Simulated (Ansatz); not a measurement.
SrO (zincblende) was relaxed with 5 functionals in the plane-wave code Ansatz, cell and atoms free, the symmetry of the start kept (meshes: PBE 8×8×8, r2SCAN 8×8×8, PBEsol 8×8×8, LDA 8×8×8, HSE06 6×6×6). Computed, not measured; no magnetism was allowed, and whether the structure is a known phase isn't checked.

The HSE06 result:
```cif
data_structure
_symmetry_space_group_name_H-M 'P 1'
_symmetry_Int_Tables_number 1
_cell_length_a 3.9422
_cell_length_b 3.9422
_cell_length_c 3.9422
_cell_angle_alpha 60.000
_cell_angle_beta 60.000
_cell_angle_gamma 60.000
_cell_volume 43.32
loop_
_atom_site_label
_atom_site_type_symbol
_atom_site_fract_x
_atom_site_fract_y
_atom_site_fract_z
_atom_site_occupancy
Sr1 Sr 0.00000 0.00000 0.00000 1
O1 O 0.25000 0.25000 0.25000 1
```

It is cubic, F-43m (No. 216); a = 5.575 Å in the conventional setting, 21.66 Å³ an atom. Around Sr lie 4 O at 2.41 Å; around O lie 4 Sr at 2.41 Å.

Question: What lattice does r2SCAN give?

Answer: a = 5.585 Å; the volume differs by +0.5 % from HSE06's. Around Sr lie 4 O at 2.42 Å; around O lie 4 Sr at 2.42 Å.

Question: How does the cell change with LDA?

Answer: a = 5.475 Å; the volume differs by -5.3 % from HSE06's. Sr is surrounded by 4 O at 2.37 Å; O is surrounded by 4 Sr at 2.37 Å.

Question: Held at the r2SCAN cell, what mean stress do LDA and PBE find, and does its sign point to their own minimum?

Answer: Yes. LDA -3.80 GPa, and its relaxed volume is -5.8 % from r2SCAN's; PBE +0.96 GPa, and its relaxed volume is +1.5 % from r2SCAN's. Compression counts positive, so a positive stress asks for a larger cell.
